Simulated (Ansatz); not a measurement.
Geometry optimisation in Ansatz: input, command and trajectory.

```yaml
crystal:
  lattice:
    - [0.0, 2.4385, 2.4385]
    - [2.4385, 0.0, 2.4385]
    - [2.4385, 2.4385, 0.0]
  atoms:
    - { symbol: "Y", position: [0.0, 0.0, 0.0] }
    - { symbol: "N", position: [0.5, 0.5, 0.5] }
basis:
  ecutwfc: 420
kpoints:
  mp_grid: { grid: [12, 12, 12] }
hamiltonian:
  xc: pbe
scf:
  occupations: { method: gaussian, width: 0.01 }
output:
  forces: true
  stress: true
  eigenvalues: true
  write_density: true
  write_potential: true
  elf: true
  volumetric_format: npy
relax:
  adjacent_minimum: "off"
  f_tol: 0.005
  max_steps: 80
  cell: { stress_tol: 0.05 }
```

```bash
ansatz run input.yaml --threads 1 --pin off --max-ram 2560MiB --backend cpu --events-out ev --progress --plain --runs-dir out
```

These are results of DFT PBE, scalar-relativistic, plane waves, PAW in Ansatz, not measurements.

Of 7 frames 6 are shown, positions in Å and forces in eV/Å; the SCF threshold varies from step to step. Steps run on the plane waves of an earlier cell, with a Pulay correction in the pressure. The basis is chosen afresh for the last frame, the zero of the energies, and at times for earlier ones too; energy and pressure step there, also at an unchanged geometry. The mark taken_back stands on steps that the optimiser undid.

```xyz
2
Lattice="0.0000 2.4385 2.4385 2.4385 0.0000 2.4385 2.4385 2.4385 0.0000" Properties=species:S:1:pos:R:3:forces:R:3 pbc="T T T" step=1 free_energy_over_end_meV_per_atom=2.34 pressure_GPa=2.93
Y     0.0000    0.0000    0.0000    0.0000    0.0000    0.0000
N     2.4385    2.4385    2.4385    0.0000    0.0000    0.0000
2
Lattice="0.0000 2.4679 2.4679 2.4679 0.0000 2.4679 2.4679 2.4679 0.0000" Properties=species:S:1:pos:R:3:forces:R:3 pbc="T T T" step=2 free_energy_over_end_meV_per_atom=3.53 pressure_GPa=-2.92 taken_back
Y     0.0000    0.0000    0.0000    0.0000    0.0000    0.0000
N     2.4679    2.4679    2.4679    0.0000    0.0000    0.0000
2
Lattice="0.0000 2.4531 2.4531 2.4531 0.0000 2.4531 2.4531 2.4531 0.0000" Properties=species:S:1:pos:R:3:forces:R:3 pbc="T T T" step=3 free_energy_over_end_meV_per_atom=0.51 pressure_GPa=-0.08
Y     0.0000    0.0000    0.0000    0.0000    0.0000    0.0000
N     2.4531    2.4531    2.4531    0.0000    0.0000    0.0000
2
Lattice="0.0000 2.4527 2.4527 2.4527 0.0000 2.4527 2.4527 2.4527 0.0000" Properties=species:S:1:pos:R:3:forces:R:3 pbc="T T T" step=4 free_energy_over_end_meV_per_atom=0.50 pressure_GPa=0.00
Y     0.0000    0.0000    0.0000    0.0000    0.0000    0.0000
N     2.4527    2.4527    2.4527    0.0000    0.0000    0.0000
2
Lattice="0.0000 2.4527 2.4527 2.4527 0.0000 2.4527 2.4527 2.4527 0.0000" Properties=species:S:1:pos:R:3:forces:R:3 pbc="T T T" step=5 free_energy_over_end_meV_per_atom=0.00 pressure_GPa=0.05
Y     0.0000    0.0000    0.0000    0.0000    0.0000    0.0000
N     2.4527    2.4527    2.4527    0.0000    0.0000    0.0000
2
Lattice="0.0000 2.4529 2.4529 2.4529 0.0000 2.4529 2.4529 2.4529 0.0000" Properties=species:S:1:pos:R:3:forces:R:3 pbc="T T T" step=7 free_energy_over_end_meV_per_atom=0.00 pressure_GPa=0.00
Y     0.0000    0.0000    0.0000    0.0000    0.0000    0.0000
N     2.4529    2.4529    2.4529    0.0000    0.0000    0.0000
```

It took 15 s on 1 thread of Intel(R) Xeon(R) Platinum 8375C CPU @ 2.90GHz (Ice Lake), on a shared host, peak memory 0.37 GiB.